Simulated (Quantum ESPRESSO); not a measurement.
# CaO (Fm-3m) in Quantum ESPRESSO: a series of runs, part 2 of 3

Quantum ESPRESSO 7.5. Earlier steps stand in the parts before.

## Step 4: Phonons, LDA

Contents of pw.in:

```
&CONTROL
  calculation = 'scf'
  prefix = 'pwscf'
  outdir = './tmp'
  pseudo_dir = './pseudo'
  tprnfor = .true.
  tstress = .true.
  disk_io = 'low'
/
&SYSTEM
  ibrav = 0
  nat = 2
  ntyp = 2
  ecutwfc = 84
  nbnd = 14
  occupations = 'smearing'
  smearing = 'fd'
  degauss = 0.00367493
/
&ELECTRONS
  conv_thr = 4d-10
  electron_maxstep = 120
  mixing_beta = 0.5
/
ATOMIC_SPECIES
Ca    40.0780 Ca.upf
O     15.9990 O.upf
CELL_PARAMETERS bohr
   0.0000000000    4.5420619907    4.5420619907
   4.5420619907    0.0000000000    4.5420619907
   4.5420619907    4.5420619907    0.0000000000
ATOMIC_POSITIONS bohr
Ca     0.0000000000    0.0000000000    0.0000000000
O      4.5420619907    4.5420619907    4.5420619907
K_POINTS automatic
6 6 6 1 1 1
```

Contents of relax.in:

```
&CONTROL
  calculation = 'vc-relax'
  prefix = 'pwscf'
  outdir = './tmp'
  pseudo_dir = './pseudo'
  tprnfor = .true.
  tstress = .true.
  disk_io = 'low'
  nstep = 40
  forc_conv_thr = 0.0001
  etot_conv_thr = 1d-06
/
&SYSTEM
  ibrav = 0
  nat = 2
  ntyp = 2
  ecutwfc = 84
  nbnd = 14
  occupations = 'smearing'
  smearing = 'fd'
  degauss = 0.00367493
/
&ELECTRONS
  conv_thr = 4d-10
  electron_maxstep = 120
  mixing_beta = 0.5
/
&IONS
  ion_dynamics = 'bfgs'
/
&CELL
  cell_dynamics = 'bfgs'
  press = 0
  press_conv_thr = 0.2
/
ATOMIC_SPECIES
Ca    40.0780 Ca.upf
O     15.9990 O.upf
CELL_PARAMETERS bohr
   0.0000000000    4.5420619907    4.5420619907
   4.5420619907    0.0000000000    4.5420619907
   4.5420619907    4.5420619907    0.0000000000
ATOMIC_POSITIONS bohr
Ca     0.0000000000    0.0000000000    0.0000000000
O      4.5420619907    4.5420619907    4.5420619907
K_POINTS automatic
6 6 6 1 1 1
```

Contents of scf2.in:

```
&CONTROL
  calculation = 'scf'
  prefix = 'pwscf'
  outdir = './tmp'
  pseudo_dir = './pseudo'
  tprnfor = .true.
  tstress = .true.
  disk_io = 'low'
/
&SYSTEM
  ibrav = 0
  nat = 2
  ntyp = 2
  ecutwfc = 84
  nbnd = 14
  occupations = 'fixed'
/
&ELECTRONS
  conv_thr = 1d-13
  electron_maxstep = 120
  mixing_beta = 0.5
  startingpot = 'file'
  startingwfc = 'file'
/
ATOMIC_SPECIES
Ca    40.0780 Ca.upf
O     15.9990 O.upf
CELL_PARAMETERS bohr
   0.0000000000    4.4446858055    4.4446858055
   4.4446858055    0.0000000000    4.4446858055
   4.4446858055    4.4446858055    0.0000000000
ATOMIC_POSITIONS bohr
Ca     0.0000000000    0.0000000000    0.0000000000
O      4.4446858055    4.4446858055    4.4446858055
K_POINTS automatic
6 6 6 1 1 1
```

Contents of ph.in:

```
phonons of CaO
&INPUTPH
  prefix = 'pwscf'
  outdir = './tmp'
  tr2_ph = 1d-18
  fildyn = 'dyn'
  niter_ph = 90
  alpha_mix(1) = 0.7
/
0.3535533906 0.3535533906 0.3535533906
```

Potentials or basis: PseudoDojo 0.4.1 SR LDA standard.

Command:

```sh
$ OMP_NUM_THREADS=1 mpirun -n 4 pw.x -nk 4 -in pw.in > pw.out
$ OMP_NUM_THREADS=1 mpirun -n 4 pw.x -nk 4 -in relax.in > relax.out
$ OMP_NUM_THREADS=1 mpirun -n 4 pw.x -nk 4 -in scf2.in > scf2.out
$ OMP_NUM_THREADS=1 mpirun -n 4 ph.x -nk 4 -in ph.in > ph.out
```

pw.out:

```text
This program is part of the open-source Quantum ESPRESSO suite
     for quantum simulation of materials; please cite
         "P. Giannozzi et al., J. Phys.:Condens. Matter 21 395502 (2009);
         "P. Giannozzi et al., J. Phys.:Condens. Matter 29 465901 (2017);
         "P. Giannozzi et al., J. Chem. Phys. 152 154105 (2020);
     in publications or presentations arising from this work. More details at

     Message from routine setup:
     using ibrav=0 with symmetry is DISCOURAGED, use correct ibrav instead

     K-points division:     npool     =       4
     Subspace diagonalization in iterative solution of the eigenvalue problem:
     a serial algorithm will be used

     G-vector sticks info
     --------------------
     sticks:   dense  smooth     PW     G-vecs:    dense   smooth      PW
     Sum         955     955    295                19579    19579    3287

     Using Slab Decomposition

     bravais-lattice index     =            0
     lattice parameter (alat)  =       6.4234  a.u.
     unit-cell volume          =     187.4084 (a.u.)^3
     number of atoms/cell      =            2
     number of atomic types    =            2
     number of electrons       =        16.00
     number of Kohn-Sham states=           14
     kinetic-energy cutoff     =      84.0000  Ry
     charge density cutoff     =     336.0000  Ry
     scf convergence threshold =      4.0E-10
     mixing beta               =       0.5000
     number of iterations used =            8  plain     mixing
     Exchange-correlation= SLA  PW   NOGX NOGC
                           (   1   4   0   0   0   0   0)

     celldm(1)=   6.423446  celldm(2)=   0.000000  celldm(3)=   0.000000
[... 83 lines left out ...]
     Starting wfcs are    9 randomized atomic wfcs +    5 random wfcs

     Self-consistent Calculation

     iteration #  1     ecut=    84.00 Ry     beta= 0.50
     Davidson diagonalization with overlap
     ethr =  1.00E-02,  avg # of iterations =  8.3

     total energy              =    -110.49543111 Ry
     estimated scf accuracy    <       0.45282221 Ry
[... 57 lines left out ...]
     iteration # 10     ecut=    84.00 Ry     beta= 0.50
     Davidson diagonalization with overlap
     ethr =  7.99E-12,  avg # of iterations =  1.0

     End of self-consistent calculation

          k = 0.0589 0.0589 0.0589 (  2439 PWs)   bands (ev):

   -29.7653 -10.8645 -10.7659 -10.7659  -7.6751   7.1129   7.2782   7.2782
    12.2880  13.4770  13.6278  13.6278  15.2295  15.2295
[... 73 lines left out ...]
   -29.6328 -11.3891 -11.0423 -10.9891  -7.4561   6.0317   6.8491   6.9425
    11.1057  15.4522  16.3500  16.5517  16.8171  18.6555

          k =-0.5303 0.1768-0.0589 (  2430 PWs)   bands (ev):

   -29.6474 -11.4727 -11.0286 -10.9558  -7.1539   5.7126   6.5059   6.7191
    12.0392  15.1652  15.9634  16.4136  16.7516  18.6492

          k =-0.4125 0.0589 0.0589 (  2444 PWs)   bands (ev):
[... 51 lines left out ...]
   -29.6531 -11.7608 -10.9595 -10.8458  -6.7319   5.0612   6.2362   6.2458
    14.1610  14.4829  15.7374  16.3697  17.7161  18.5896

     the Fermi energy is     9.7732 ev

!    total energy              =    -110.66419915 Ry
     estimated scf accuracy    <          4.7E-11 Ry
     smearing contrib. (-TS)   =      -0.00000000 Ry
     internal energy E=F+TS    =    -110.66419915 Ry

     The total energy is F=E-TS. E is the sum of the following terms:
     one-electron contribution =     -25.18544594 Ry
     hartree contribution      =      20.49442001 Ry
     xc contribution           =     -22.93718760 Ry
     ewald contribution        =     -83.03598562 Ry

     convergence has been achieved in  10 iterations

     Forces acting on atoms (cartesian axes, Ry/au):

     atom    1 type  1   force =    -0.00000000   -0.00000000    0.00000000
     atom    2 type  2   force =    -0.00000000   -0.00000000    0.00000000

     Total force =     0.000000     Total SCF correction =     0.000000

     Computing stress (Cartesian axis) and pressure

          total   stress  (Ry/bohr**3)                   (kbar)     P=      -73.00
  -0.00049624  -0.00000000  -0.00000000          -73.00       -0.00       -0.00
  -0.00000000  -0.00049624  -0.00000000           -0.00      -73.00       -0.00
  -0.00000000  -0.00000000  -0.00049624           -0.00       -0.00      -73.00

=------------------------------------------------------------------------------=
   JOB DONE.
=------------------------------------------------------------------------------=
```

scf2.out:

```text
This program is part of the open-source Quantum ESPRESSO suite
     for quantum simulation of materials; please cite
         "P. Giannozzi et al., J. Phys.:Condens. Matter 21 395502 (2009);
         "P. Giannozzi et al., J. Phys.:Condens. Matter 29 465901 (2017);
         "P. Giannozzi et al., J. Chem. Phys. 152 154105 (2020);
[... 308 lines left out ...]
  -0.00000000  -0.00000155   0.00000000           -0.00       -0.23        0.00
   0.00000000  -0.00000000  -0.00000155            0.00       -0.00       -0.23

=------------------------------------------------------------------------------=
   JOB DONE.
=------------------------------------------------------------------------------=
```

Run time: 2.9 min. Hardware: 4 MPI ranks of Arm Neoverse V2, shared host; peak memory 0.36 GiB.

What came out:

* Free energy: -1505.7051 eV
* Relaxed volume: 13.01 Å³/atom
* Relaxed cell: a = 3.326 Å, b = 3.326 Å, c = 3.326 Å, α = 60.00°, β = 60.00°, γ = 60.00°
* Space group after relaxing (to 0.05 Å): Fm-3m (No. 225)
* Pressure after relaxing: 0.0 GPa
* Highest phonon frequency at the q point run: 487 cm⁻¹

The path:
```tsv
step	energy change (eV)	largest force (eV/Å)	pressure (GPa)	volume (Å³)
1	0.0000	0.0000	-7.30	27.77
2	-0.0344	0.0000	-3.36	26.75
3	-0.0421	0.0000	0.42	25.94
4	-0.0422	0.0000	-0.02	26.03
5	-0.0422	0.0000	0.00	26.02
```

Final structure:
```cif
data_structure
_symmetry_space_group_name_H-M 'P 1'
_symmetry_Int_Tables_number 1
_cell_length_a 3.3263
_cell_length_b 3.3263
_cell_length_c 3.3263
_cell_angle_alpha 60.000
_cell_angle_beta 60.000
_cell_angle_gamma 60.000
_cell_volume 26.02
loop_
_atom_site_label
_atom_site_type_symbol
_atom_site_fract_x
_atom_site_fract_y
_atom_site_fract_z
_atom_site_occupancy
Ca1 Ca 0.00000 0.00000 0.00000 1
O1 O 0.50000 0.50000 0.50000 1
```

Phonon frequencies in cm⁻¹ (negative: imaginary):
| q point | frequencies |
| --- | --- |
| (0.500, 0.500, 0.500) | 190 190 325 325 384 487 |

Phonon modes at q = (0.500, 0.500, 0.500) in reciprocal lattice units:
```csv
mode,symmetry,cm⁻¹
1,E_u,190
2,E_u,190
3,E_g,325
4,E_g,325
5,A_2u,384
6,A_1g,487
```

(Continued in part 3 of 3.)
